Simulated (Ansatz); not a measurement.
**1T-MnO2 bilayer (AA) in a perpendicular field**

Wanted: the out-of-plane response of the 1T-MnO2 bilayer (AA). A positive field points along +c.

Program: Ansatz 0.2.0. Level of theory: plane-wave DFT, PBE-D4, Ansatz PAW (set soft_1); PAW set soft_1, in the first sound run; inputs show where later runs differ. Results are calculated unless marked as measured.

This is a report of a sequence of runs, with most program output left out.

## Step 1: The starting structure

The cell holds 6 atoms: 4 O and 2 Mn. Cell: a = 2.784 Å, b = 2.784 Å, c = 45.381 Å, α = 90.0°, β = 90.0°, γ = 120.0°. Regions: layer 1: 1T-MnO2, 3 atoms (2 O and 1 Mn); layer 2: 1T-MnO2, 3 atoms (2 O and 1 Mn). Vacuum lies along c.

## Step 2: Relaxing the slab

The starting cell is a guess, so the in-plane lattice and the atoms are relaxed first, with the slab cut off from its images along the normal.

input.yaml

```yaml
crystal:
  lattice:
    - [2.783753, 0.0, 0.0]
    - [-1.3918765, 2.4108008159, 0.0]
    - [0.0, 0.0, 45.3814341717]
  atoms:
    - { symbol: O, position: [0.6666666667, 0.3333333333, 0.4208769588] }
    - { symbol: Mn, position: [0.0, 0.0, 0.4444627833], spin: 4.0 }
    - { symbol: O, position: [0.3333333333, 0.6666666667, 0.4680486079] }
    - { symbol: O, position: [0.6666666667, 0.3333333333, 0.5319513921] }
    - { symbol: Mn, position: [0.0, 0.0, 0.5555372167], spin: 4.0 }
    - { symbol: O, position: [0.3333333333, 0.6666666667, 0.5791230412] }
  periodic: [true, true, false]
magnetization:
  spin_polarized: true
kpoints:
  mp_grid: { grid: [12, 12, 1] }
hamiltonian:
  xc: pbe
  dispersion: d4
  pseudopotentials: { kind: paw, azcp: { folder: soft_1 } }
scf:
  occupations: { method: fermi_dirac, width: 0.05 }
  convergence: { dr2_threshold: 1.0e-09 }
relax:
  f_tol: 0.004
  max_steps: 90
  cell: {}
output:
  write_potential: true
  write_density: true
  volumetric_format: npy
```

Launch:

```bash
$ ansatz run input.yaml --threads 4 --pin off --max-ram 6144MiB --backend cpu --events-out ev --progress --plain --runs-dir out
```

The job ended after 2.1 min (4 threads of Arm Neoverse V1, shared host; peak memory 0.93 GiB).

Step by step:

```tsv
step	energy less that of the first step (eV)	largest force component (eV/Å)	volume (Å³)
1	0.0000	1.4707	304.56
2	-0.3339	0.4544	320.80
3	-0.3601	0.1095	322.68
4	-0.3623	0.0267	322.01
5	-0.3629	0.0025	321.91
6	-0.3629	0.0002	321.87
7*	-0.3858	0.0007	321.87
8	-0.3853	0.0017	322.77
9	-0.3852	0.0001	322.88
10*	-0.3861	0.0001	322.88
```

Relaxation steps marked * repeat the geometry before them on a plane-wave basis chosen anew for their cell, so energy and pressure can jump there.

Forces are held to the 12 operations that the run works with; a distortion that breaks them can't arise in this run.

```tsv
cell as run	before	after	change
a (Å)	2.784	2.866	+3.0 %
b (Å)	2.784	2.866	+3.0 %
```

The atoms that moved most (Å, along periodic axes as changes of fractional coordinates times the final cell, across vacuum about the mean position):

```tsv
atom	dx	dy	dz	length
O1	0.000	0.000	0.356	0.356
O6	0.000	0.000	-0.356	0.356
Mn2	0.000	0.000	0.244	0.244
Mn5	0.000	0.000	-0.244	0.244
O4	0.000	0.000	-0.128	0.128
O3	0.000	0.000	0.128	0.128
```

The relaxed structure:

```xyz
6
Lattice="2.8663 0.0000 0.0000 -1.4331 2.4822 0.0000 0.0000 0.0000 45.3814" Properties=species:S:1:pos:R:3
O     1.4331    0.8274   19.4563
Mn    0.0000    0.0000   20.4141
O     0.0000    1.6548   21.3690
O     1.4331    0.8274   24.0124
Mn    0.0000    0.0000   24.9673
O     0.0000    1.6548   25.9251
```

This step gave:

| Property | Result |
| --- | --- |
| total moment | 6.000 μB |
| site moments | 0.04676, 2.504, 0.04690, 0.04690, 2.504, 0.04676 μB |

Site moment by atom:

```tsv
atom	site moment (μB)
O1	0.05
Mn2	2.50
O3	0.05
O4	0.05
Mn5	2.50
O6	0.05
```

The lattice constant a goes from 2.784 to 2.866 Å.

## Step 3: Atoms held, field 0

A sawtooth potential applies the field, turning back in the middle of the vacuum. With the dipole correction the typed value is the field outside the slab. The induced dipole is small, so the SCF threshold is tight.

The cell differs from the one that the last finished run ended in (c 45.381 → 24.469 Å).

input.yaml

```yaml
crystal:
  lattice:
    - [2.8662542733, 0.0, 0.0]
    - [-1.4331271366, 2.4822490144, 0.0]
    - [0.0, 0.0, 24.4687554719]
  atoms:
    - { symbol: O, position: [0.6666666667, 0.3333333333, 0.3678160097], spin: 0.05 }
    - { symbol: Mn, position: [0.0, 0.0, 0.4069579916], spin: 2.5 }
    - { symbol: O, position: [0.3333333333, 0.6666666667, 0.4459830744], spin: 0.05 }
    - { symbol: O, position: [0.6666666667, 0.3333333333, 0.5540169256], spin: 0.05 }
    - { symbol: Mn, position: [0.0, 0.0, 0.5930420084], spin: 2.5 }
    - { symbol: O, position: [0.3333333333, 0.6666666667, 0.6321839903], spin: 0.05 }
magnetization:
  spin_polarized: true
kpoints:
  mp_grid: { grid: [18, 18, 1] }
  band_path:
    path: [[0, 0, 0], [0.5, 0, 0], [0.33333333, 0.33333333, 0], [0, 0, 0]]
    npoints: 16
hamiltonian:
  xc: pbe
  dispersion: d4
  pseudopotentials: { kind: paw, azcp: { folder: soft_1 } }
scf:
  occupations: { method: fermi_dirac, width: 0.05 }
  convergence: { dr2_threshold: 1.0e-10 }
efield:
  axis: 3
  dipole_correction: true
  ramp_position: 0.97
  ramp_width: 0.06
  amplitude: 0
output:
  dos: { projected: true, e_range: [-6, 5] }
  bader: true
  write_potential: true
  write_density: true
  volumetric_format: npy
  elf: true
```

The job ended after 59 s (4 threads; peak memory 0.76 GiB; 3.8 min of CPU time).

Numbers from this step:

| Property | Result |
| --- | --- |
| site moments | 0.04676, 2.504, 0.04691, 0.04691, 2.504, 0.04676 μB |
| dipole along the normal | 1.43e-8 e·Å |
| gap along the path | 0.9409 eV |
| ionisation energy, upper face | 7.569 eV |
| electron affinity, upper face | 6.628 eV |
| gap, the smaller of path and mesh | 0.9409 eV |

Running mean over a fixed 2.6 Å (it still follows the layers) of the planar mean; the ramp of the sawtooth is left out. Electron's electrostatic potential energy less the Fermi level against z:

```tsv
z (Å)	electron's electrostatic potential energy less the Fermi level (eV)
3.0	7.07
3.5	7.07
4.0	7.07
4.5	7.07
5.0	7.07
5.5	7.07
6.0	7.06
6.5	7.04
7.0	6.85
7.5	5.56
8.0	2.66
8.5	-1.68
9.0	-6.61
9.5	-10.4
10.0	-11.8
10.5	-9.86
11.0	-5.88
11.5	-1.07
12.0	1.94
12.5	1.87
13.0	-1.35
13.5	-6.16
14.0	-10.1
14.5	-11.8
15.0	-10.2
15.5	-6.33
16.0	-1.37
16.5	2.87
17.0	5.70
17.5	6.87
18.0	7.04
18.5	7.06
19.0	7.07
19.5	7.07
20.0	7.07
20.5	7.07
21.0	7.07
```

The density of states has structure finer than the step of the table below, so its rows give means over 0.25 eV, whole bins alone (the curve runs from -6 to 2.44 eV). Peaks (eV: height): total -5.810: 9.34, -4.510: 9.23, -3.790: 8.09, -2.000: 12.3, 0.860: 9.54, 1.310: 13.4, 1.580: 15.4; up -4.510: 5.16, -4.370: 5.28, -2.000: 10.4, -1.700: 5.13, 1.580: 7.74, 1.720: 8.30, 2.190: 5.53; down -5.590: 5.07, -5.120: 5.29, -3.790: 5.29, -3.710: 5.73, 0.860: 9.54, 1.310: 12.2, 1.550: 9.10.

The density of states by energy, zero at the Fermi level of the run, which the smearing sets inside the gap; means over each step; values in states/eV a cell:

```tsv
energy (eV)	total	up	down
-5.75	7.04	3.72	3.33
-5.50	5.71	2.27	3.44
-5.25	5.68	1.85	3.84
-5.00	5.71	2.46	3.25
-4.75	5.08	2.15	2.93
-4.50	6.35	3.32	3.03
-4.25	4.46	3.66	0.800
-4.00	4.04	2.93	1.11
-3.75	6.06	2.30	3.76
-3.50	5.00	1.27	3.73
-3.25	4.80	0.902	3.90
-3.00	2.59	1.25	1.34
-2.75	2.69	1.43	1.27
-2.50	4.00	2.13	1.87
-2.25	5.23	3.36	1.87
-2.00	7.95	6.17	1.78
-1.75	6.42	4.47	1.96
-1.50	4.94	3.49	1.45
-1.25	4.03	4.00	0.0216
-1.00	3.57	3.57	0
-0.75	1.90	1.90	0
-0.50	0.752	0.752	0
-0.25	0	0	0
0.00	0	0	0
0.25	0	0	0
0.50	0.472	0	0.472
0.75	3.75	0	3.75
1.00	4.94	0	4.94
1.25	6.49	0.679	5.81
1.50	8.63	3.83	4.80
1.75	7.33	4.70	2.63
2.00	4.39	2.89	1.49
2.25	3.42	3.42	0
```

Projected DOS per atom over height of the atomic layer and energy from the Fermi level. Layers: O Mn O O Mn O from below.

Values in states/eV, 22 rows by 6 columns, each cell a mean:
```
0.39 0.74 0.39 0.39 0.74 0.39
0.53 1.61 0.54 0.54 1.61 0.53
0.64 3.40 0.63 0.63 3.40 0.64
0.14 2.01 0.13 0.13 2.01 0.14
0.09 1.52 0.09 0.09 1.52 0.09
0.00 0.06 0.00 0.00 0.06 0.00
0.00 0.00 0.00 0.00 0.00 0.00
0.04 0.10 0.07 0.07 0.10 0.04
0.27 0.52 0.26 0.26 0.52 0.27
0.53 1.00 0.50 0.50 1.00 0.53
0.94 0.92 0.91 0.91 0.92 0.94
0.98 1.64 0.98 0.98 1.64 0.98
0.79 0.82 0.76 0.76 0.82 0.79
0.57 0.27 0.56 0.56 0.27 0.57
0.70 0.42 0.72 0.72 0.42 0.70
0.97 0.66 0.95 0.95 0.66 0.97
0.84 0.77 0.79 0.79 0.77 0.84
0.74 0.81 0.75 0.75 0.81 0.74
1.01 0.91 0.98 0.98 0.91 1.01
1.05 0.74 1.06 1.06 0.74 1.05
0.96 0.86 0.91 0.91 0.86 0.96
0.98 1.13 1.09 1.09 1.13 0.98
```
Columns: height of the atomic layer (Å) from 9 to 15.5 (not evenly spaced); rows upwards: energy from the Fermi level (eV) from -5.96 to 2.41.

Projected DOS per atom, spin up over height of the atomic layer and energy from the Fermi level. Layers: O Mn O O Mn O from below.

Ten even steps from '0' (0.00 states/eV) to '9' (1.60 states/eV), each cell a mean:
```
242242
252252
262262
000000
000000
000000
000000
000000
131131
362263
353353
393393
242242
111111
111111
111111
232232
343343
232232
212212
122221
343343
```
Columns: height of the atomic layer (Å) from 9 to 15.5 (not evenly spaced); rows upwards: energy from the Fermi level (eV) from -5.96 to 2.41.

Projected DOS per atom, spin down over height of the atomic layer and energy from the Fermi level. Layers: O Mn O O Mn O from below.

Values in states/eV, 22 rows by 6 columns, each cell a mean:
```
0.01 0.06 0.01 0.01 0.06 0.01
0.10 0.73 0.10 0.10 0.73 0.10
0.21 2.41 0.21 0.21 2.41 0.21
0.12 1.96 0.11 0.11 1.96 0.12
0.09 1.52 0.09 0.09 1.52 0.09
0.00 0.06 0.00 0.00 0.06 0.00
0.00 0.00 0.00 0.00 0.00 0.00
0.00 0.00 0.00 0.00 0.00 0.00
0.00 0.00 0.00 0.00 0.00 0.00
0.03 0.00 0.03 0.03 0.00 0.03
0.39 0.02 0.39 0.39 0.02 0.39
0.42 0.04 0.41 0.41 0.04 0.42
0.46 0.07 0.44 0.44 0.07 0.46
0.30 0.08 0.29 0.29 0.08 0.30
0.54 0.21 0.56 0.56 0.21 0.54
0.79 0.39 0.77 0.77 0.39 0.79
0.45 0.20 0.40 0.40 0.20 0.45
0.20 0.10 0.20 0.20 0.10 0.20
0.61 0.40 0.62 0.62 0.40 0.61
0.65 0.45 0.63 0.63 0.45 0.65
0.64 0.47 0.59 0.59 0.47 0.64
0.47 0.36 0.58 0.58 0.36 0.47
```
Columns: height of the atomic layer (Å) from 9 to 15.5 (not evenly spaced); rows upwards: energy from the Fermi level (eV) from -5.96 to 2.41.

Deep bands are left out, so band numbers here count from the lowest band kept and differ from the log's. The electronic bands at the labelled points (eV, zero at the Fermi level of the run, which the smearing sets inside the gap; # counts the bands kept):

```tsv
point	up #15	up #16	up #17	up #18	down #13	down #14	down #15	down #16
Γ	-1.83	-1.83	-0.74	-0.56	0.44	0.44	0.45	0.45
halfway	-1.38	-1.36	-0.93	-0.75	0.84	0.87	1.26	1.27
M	-2.22	-2.19	-1.50	-1.44	0.71	0.72	1.20	1.20
halfway	-1.76	-1.72	-1.20	-1.10	0.85	0.85	1.32	1.33
K	-1.26	-1.26	-1.20	-1.20	0.78	0.82	1.59	1.59
halfway	-1.15	-1.03	-1.01	-0.85	1.09	1.11	1.32	1.37
Γ	-1.83	-1.83	-0.74	-0.56	0.44	0.44	0.45	0.45
```

Spin density in the ca plane at fractional y = 0.000, with atoms of Mn within 0.2 Å of it.

Values in e/Å³, 5 rows by 16 columns, each cell a mean:
```
0.0 0.0 0.0 0.0 0.0 0.0 0.0 0.1 1.8 0.4 0.0 0.0 0.4 1.8 0.1 0.0
0.0 0.0 0.0 0.0 0.0 0.0 0.0 0.0 0.1 0.0 0.0 0.0 0.0 0.1 0.0 0.0
0.0 0.0 0.0 0.0 0.0 0.0 0.0 0.0 0.0 0.0 0.0 0.0 0.0 0.0 0.0 0.0
0.0 0.0 0.0 0.0 0.0 0.0 0.0 0.0 0.3 0.1 0.0 0.0 0.1 0.3 0.0 0.0
0.0 0.0 0.0 0.0 0.0 0.0 0.0 0.1 2.9 0.7 0.0 0.0 0.7 2.9 0.1 0.0
```
Columns run along c (16.0 Å, from fractional 0.06 to 0.71 of the cell), rows up along a (2.9 Å). Atoms in or near the plane, at fractional coordinates: Mn at (0.41, 0.00), Mn at (0.59, 0.00).

Electrostatic potential energy in the ca plane at fractional y = 0.000, with atoms of Mn within 0.2 Å of it. With pseudopotentials it is smooth inside the atoms' cores, unlike the true potential.

Ten even steps from '0' (-72 eV) to '9' (6 eV), each cell a mean:
```
99999999999999999999972003799999985100589999
99999999999999999999986336899999997434799999
99999999999999999999998778999999998878899999
99999999999999999999999889999999999988999999
99999999999999999999998888999999999888999999
99999999999999999999987567899999998656899999
99999999999999999999983114899999986202689999
99999999999999999999971002799999984000489999
```
Columns run along c (16.0 Å, from fractional 0.06 to 0.71 of the cell; values clipped at the 3rd and 97th percentile), rows up along a (2.9 Å). Atoms in or near the plane, at fractional coordinates: Mn at (0.41, 0.00), Mn at (0.59, 0.00).

Valence density in the ca plane at fractional y = 0.000, with atoms of Mn within 0.2 Å of it. It is the smooth field of the valence electrons, not physical close to the nuclei.

Values in e/Å³, 5 rows by 16 columns, each cell a mean:
```
 0  0  0  0  0  0  0  0  8  2  0  0  2  8  0  0
 0  0  0  0  0  0  0  0  1  0  0  0  0  1  0  0
 0  0  0  0  0  0  0  0  0  1  0  0  1  0  0  0
 0  0  0  0  0  0  0  0  1  1  0  0  1  1  0  0
 0  0  0  0  0  0  0  0 14  3  0  0  3 14  0  0
```
Columns run along c (16.0 Å, from fractional 0.06 to 0.71 of the cell), rows up along a (2.9 Å). Atoms in or near the plane, at fractional coordinates: Mn at (0.41, 0.00), Mn at (0.59, 0.00).

The gap is 0.94 eV, with the valence edge 7.57 eV and the conduction edge 6.63 eV under the upper vacuum level.

## Step 4: Single point, field 0.03 V/Å

Edit input.yaml of step 3 so:

```diff
@@ -31,6 +31,4 @@
   ramp_width: 0.06
-  amplitude: 0
+  amplitude: 0.03
 output:
-  dos: { projected: true, e_range: [-6, 5] }
-  bader: true
   write_potential: true
@@ -38,2 +36 @@
   volumetric_format: npy
-  elf: true
```

Run time: 49 s. Hardware: 4 threads; peak memory 0.76 GiB; 3 min of CPU time.

The dipole is 0.00729 e·Å, and the gap 0.920 eV.

## Step 5: Atoms held, field -0.03 V/Å

Edit input.yaml of step 4 so:

```diff
@@ -31,3 +31,3 @@
   ramp_width: 0.06
-  amplitude: 0.03
+  amplitude: -0.03
 output:
```

It took 53 s on 4 threads; peak memory 0.76 GiB.

The dipole is -0.00729 e·Å, and the gap 0.920 eV.

## Step 6: Atoms held, field 0.15 V/Å

Edit input.yaml of step 5 so:

```diff
@@ -29,5 +29,5 @@
   dipole_correction: true
-  ramp_position: 0.97
-  ramp_width: 0.06
-  amplitude: -0.03
+  ramp_position: 0.933
+  ramp_width: 0.134
+  amplitude: 0.15
 output:
```

Run time: 47 s. Hardware: 4 threads; peak memory 0.76 GiB.

The dipole is 0.0364 e·Å, and the gap 0.794 eV.

## Step 7: Atoms held, field 0.25 V/Å

Edit input.yaml of step 6 so:

```diff
@@ -31,3 +31,3 @@
   ramp_width: 0.134
-  amplitude: 0.15
+  amplitude: 0.25
 output:
```

Wall time 49 s (4 threads); peak memory 0.76 GiB.

The dipole is 0.0608 e·Å, and the gap 0.671 eV.

## Step 8: Single point, field -0.25 V/Å

Edit input.yaml of step 7 so:

```diff
@@ -31,4 +31,6 @@
   ramp_width: 0.134
-  amplitude: 0.25
+  amplitude: -0.25
 output:
+  dos: { projected: true, e_range: [-6, 5] }
+  bader: true
   write_potential: true
@@ -36 +38,2 @@
   volumetric_format: npy
+  elf: true
```

The job ended after 63 s (4 threads; peak memory 0.76 GiB).

The dipole is -0.0608 e·Å, and the gap 0.671 eV.

## Step 9: Response, atoms held

This step: plane-wave DFT, PBE-D4, Ansatz PAW (set soft_1); response to a field along the normal, atoms held; PAW set soft_1 (Ansatz 0.2.0).

The dipoles give the slope, and the difference of two potentials shows where the field is screened.

This step gave:

- equivalent conductor thickness p/(ε₀AE): 6.176 Å
- distance between the outer atoms: 6.469 Å

The dipole of the cell by applied field:

```tsv
applied field (V/Å)	dipole of the cell (e·Å)
-0.250	-0.0608
-0.030	-0.00729
0.000	0
0.030	0.00729
0.150	0.0364
0.250	0.0608
```

The total moment stays at 6.00 μB for applied field from -0.25 to 0.25 V/Å.

(Part 1 of 2 ends here.)

[Logs are printed without paths, hosts, clocks, repeated set-up lines and the standing remarks that a program may print on its own settings, such as how far it seeks lower states.]

[Hosts, paths, dates, database ids (printed as entryN), source tags and the programs' standing remarks are cut or masked in the printed files.]

[Maps of the electrostatic potential energy from Ansatz leave out the sawtooth potential of an applied field or a dipole correction, so their vacuum need not be flat; planar profiles and work functions include it.]

[The density of states shown here was stored with 400 of the rows of the run's finer table, so its peaks can read low, often by over a quarter, or be missed, and its means over a window can be off by a tenth or more.]
